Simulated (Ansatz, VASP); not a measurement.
Two plane-wave programs on KF

```
K F
1.0
     0.00000    2.80717    2.74034
     2.80717    0.00000    2.74034
     2.80717    2.80717    0.00000
K F
1 1
Direct
  0.00000 0.00000 0.00000
  0.50000 0.50000 0.50000
```

Change from the starting cell: strain +0.050 along x and y, +0.025 along z, atoms carried along.

Alike in both runs: task single point; functional r2SCAN; k mesh 8 × 8 × 8; occupations gaussian, width 0.05 eV; no spin polarisation.

|  | VASP | Ansatz |
| --- | --- | --- |
| version | VASP 6.6.1 | Ansatz 0.2.0 |
| potentials or method | VASP PAW PBE potentials, release 64 (K_sv, F) | scalar-relativistic, plane waves, PAW |
| plane-wave cutoff (eV) | 520 | 500 |
| valence electrons in the cell | 16 | 16 |

|  | VASP | Ansatz | Ansatz less VASP |
| --- | --- | --- | --- |
| gap on the k mesh at the Fermi level (eV) | 6.20 | 6.20 | +0.002 |
| least direct gap on the mesh (eV) | 6.20 | 6.20 | +0.002 |
| pressure (GPa) | -3.5 | -3.4 | +0.07 |
| largest component of the traceless stress (GPa) | 0.44 | 0.43 | -0.017 |

With one functional, cell and mesh, what is left measures potentials, basis and numerics.

Caveats: the PAW data sets were made with another functional, which shifts forces and pressure a little (VASP). A k mesh can miss the band edges.
